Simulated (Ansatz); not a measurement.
# Input and output of a self-consistent single point for InCuS2 (I-42d, 8 atoms in the cell) (Ansatz)

Method of the run: PBE (plane waves, PAW; Ansatz, a program for electronic structure).

Input as run:

Ansatz 0.2 input:
```yaml
crystal:
  lattice:
    - [-2.777037, 2.777037, 5.597020]
    - [2.777037, -2.777037, 5.597020]
    - [2.777037, 2.777037, -5.597020]
  atoms:
    - { symbol: In, position: [0.500000, 0.500000, 0.000000] }
    - { symbol: In, position: [0.250000, 0.750000, 0.500000] }
    - { symbol: Cu, position: [0.750000, 0.250000, 0.500000] }
    - { symbol: Cu, position: [0.000000, 0.000000, 0.000000] }
    - { symbol: S, position: [0.875000, 0.903800, 0.528800] }
    - { symbol: S, position: [0.096200, 0.625000, 0.971200] }
    - { symbol: S, position: [0.375000, 0.346200, 0.471200] }
    - { symbol: S, position: [0.653800, 0.125000, 0.028800] }
kpoints:
  mp_grid: { grid: [8, 8, 8], shift: [0.5, 0.5, 0.5] }
hamiltonian:
  xc: pbe
  pseudopotentials: { kind: paw }
scf:
  occupations: { method: cold, width: 0.0037 Ry }
output:
  forces: true
  eigenvalues: true
  stress: true
```

Output, abridged:

```
WARN basis.ecutwfc = 420 eV, the default
WARN ansatz: RAYON_NUM_THREADS=1 ignored (pool sized by the plan → 1); use --threads N
Pseudopotentials: kind: paw
Pseudopotential: In, paw, valence charge 13
Pseudopotential: Cu, paw, valence charge 19
Pseudopotential: S, paw, valence charge 6
Crystal: 8 atoms, lattice volume = 172.655 Å³
Basis set: ecut = 420 eV, 3411 PW (Γ), exchange–correlation on 96×96×96 points (8 copies of the dense FFT grid, shifted against one another)
Bands: 53, of which v1, the nominal top of the filled ones, is band 44 counted from 1 (43 counted from 0)
Symmetry: 8 space group operations
Space group: I-42d (ITA 122), of the structure as read, at distance tolerance 5.6e-5 Å
k-points: 56 of 512 (time reversal used)
Initial density: superposition of atomic densities (neutral atoms: chi_scale 0, normalization atom), corrected by the library's trained network
Initial wavefunctions: pseudopotential atomic-orbital guess
Eigensolver: davidson
Functional: x = pbe(κ = 0.804, μ = 0.2195149727645171), c = pbe(β = 0.06672455060314922)
SCF iter   1: F=—  HF=-28058.223979 eV  |F-HF|=—  |Δ(HF+E_count)|=         —  Δρ=8.50e-4  dr2=8.81e-4  ethr=1.77e-3  ⟨swp⟩=7.1  Hψ=11638  notcnv=0  defer=21
all-band conjugate gradients solve this SCF's bands
preconditioner: auto → Resta (q_TF=auto, 2.438 Å⁻¹)
SCF iter   2: F=—  HF=-28058.225318 eV  |F-HF|=—  |Δ(HF+E_count)|=   1.34e-3  S|Δr|=   1.03e-5  Δρ=8.97e-4  dr2=7.76e-4  ethr=1.00e-6  ⟨swp⟩=2.9  Hψ=6200  notcnv=0  defer=82
SCF iter   3: F=—  HF=-28058.225260 eV  |F-HF|=—  |Δ(HF+E_count)|=   6.14e-5  S|Δr|=   8.68e-6  Δρ=3.14e-4  dr2=1.18e-4  ethr=8.81e-7  ⟨swp⟩=2.0  Hψ=3721  notcnv=0  defer=82
SCF iter   4: F=—  HF=-28058.225368 eV  |F-HF|=—  |Δ(HF+E_count)|=   1.09e-4  S|Δr|=   1.93e-6  Δρ=8.53e-5  dr2=6.43e-6  ethr=1.34e-7  ⟨swp⟩=2.0  Hψ=3960  notcnv=0  defer=82
SCF iter   5: F=—  HF=-28058.225309 eV  |F-HF|=—  |Δ(HF+E_count)|=   5.98e-5  S|Δr|=   3.44e-7  Δρ=2.85e-5  dr2=1.02e-6  ethr=7.31e-9  ⟨swp⟩=2.0  Hψ=4232  notcnv=0  defer=82
SCF iter   6: F=-28058.225310 eV  HF=-28058.225310 eV  |F-HF|=5.37e-8  |Δ(HF+E_count)|=   1.34e-6  S|Δr|=   1.45e-7  Δρ=5.61e-6  dr2=5.25e-8  ethr=1.14e-10  ⟨swp⟩=8.4  Hψ=13539  notcnv=0
SCF 1 converged in 6 iterations: F = -28058.225310 eV  dr2 = 5.25e-8
SCF converged after 6 iterations
Stability not checked (fill_not_monotonic)
Free energy (F): -28058.225310 eV
F+E_penalty+E_count: -28058.225317 eV  (lagrangian_ev)
Harris-Foulkes:  -28058.225310 eV  (|F-HF|=5.37e-8)
Internal energy: -28058.225310 eV  (E = F + TS)
E sigma→0 (E₀):  -28058.225310 eV
Entropy (-TS):   0.000000 eV (0.000 meV/atom)
Fermi energy:    7.996921 eV
Step filling:    the computed levels leave a gap of 0.3119 eV = 6.2 smearing widths
--- Per-component energies (eV) ---
  E_band       = -1115.985314
  E_kinetic    = 1513.571452
  E_local      = -14851.238628  (includes V_loc(G=0)·N_el)
  E_nonlocal   = 1645.996358
  E_hartree    = 6455.349411
  E_xc         = -994.604777
  E_vxc        = -775.004091  (∫ρ·V_xc dr)
  E_paw        = -14053.710597  (= ΣΔE_a)
  E_vpaw       = -1560.010544  (= ΣTr[D̂ρ^β])
  E_aug_tail   = 0.000605  (compensation charges beyond the density's cutoff)
  E_ewald      = -7773.589136
  E_smearing   = 0.000000  (= −TS)
  E_closure    = 0.000000  (closes the sum)
  E_count      = -0.000007  (occupations off the electron count; not in F)
  Σ components = -28058.225310   (vs F -28058.225310, Δ=0.00e0)
--- Forces (eV/Å), atoms counted from 1 ---
  atom   1  In     0.00000000     0.00000000     0.00000000
  atom   2  In     0.00000000    -0.00000000     0.00000000
  atom   3  Cu     0.00000000     0.00000000    -0.00000000
  atom   4  Cu     0.00000000    -0.00000000    -0.00000000
  atom   5  S      0.08017401     0.00000000    -0.00000000
  atom   6  S      0.00000000    -0.08017401    -0.00000000
  atom   7  S     -0.08017401    -0.00000000     0.00000000
  atom   8  S      0.00000000     0.08017401     0.00000000
  max |Σ_I F_I| component: 9.28e-17 eV/Å
--- Stress (GPa, compression-positive) ---
        0.868533       0.000000       0.000000
       -0.000000       0.868533      -0.000000
        0.000000      -0.000000       0.817408
  P = ⅓ Tr σ = 0.8515 GPa (8.515 kbar)
  The stress holds the Pulay correction. Without it, at fixed plane waves, as pw.x and ABINIT print it: P = 0.8073 GPa
--- Band table (eV; the first three rows and the last of 56) ---
  k-point 0: bands = ["-103.7093", "-103.7093", "-61.1259", "-61.1258", "-61.0987", "-61.0987", "-61.0987", "-61.0987", "-7.3987", "-7.3953", "-7.3777", "-7.1101", "-7.0854", "-7.0750", "-7.0039", "-6.9936", "-6.9764", "-6.9646", "-6.1663", [...]
  k-point 1: bands = ["-103.7093", "-103.7093", "-61.1259", "-61.1258", "-61.0987", "-61.0987", "-61.0987", "-61.0987", "-7.4142", "-7.4074", "-7.3560", "-7.1500", "-7.0922", "-7.0804", "-6.9974", "-6.9877", "-6.9755", "-6.9673", "-5.8843", [...]
  k-point 2: bands = ["-103.7093", "-103.7093", "-61.1258", "-61.1258", "-61.0987", "-61.0987", "-61.0987", "-61.0987", "-7.4269", "-7.4187", "-7.3182", "-7.2066", "-7.0920", "-7.0859", "-6.9892", "-6.9809", "-6.9758", "-6.9720", "-5.5175", [...]
  k-point 55: bands = ["-103.7093", "-103.7093", "-61.1258", "-61.1258", "-61.0987", "-61.0987", "-61.0986", "-61.0986", "-7.4078", "-7.3998", "-7.2944", "-7.2812", "-7.0516", "-7.0452", "-7.0110", "-7.0098", "-6.9615", "-6.9610", "-5.4896", [...]
```

The run converged in 6 iterations.

The starting cell comes from a database of computed structures (which also holds hypothetical and non-ambient phases and stackings), without a prior relaxation at this level. Its lattice was rescaled by a random factor within 2.5 % of one. Ansatz's pressure includes its estimate of the finite-basis (Pulay) stress. The shifted mesh does not hold Γ, so a gap read on it misses any band edge there.

Cost on one core of a shared machine: roughly 40 s.
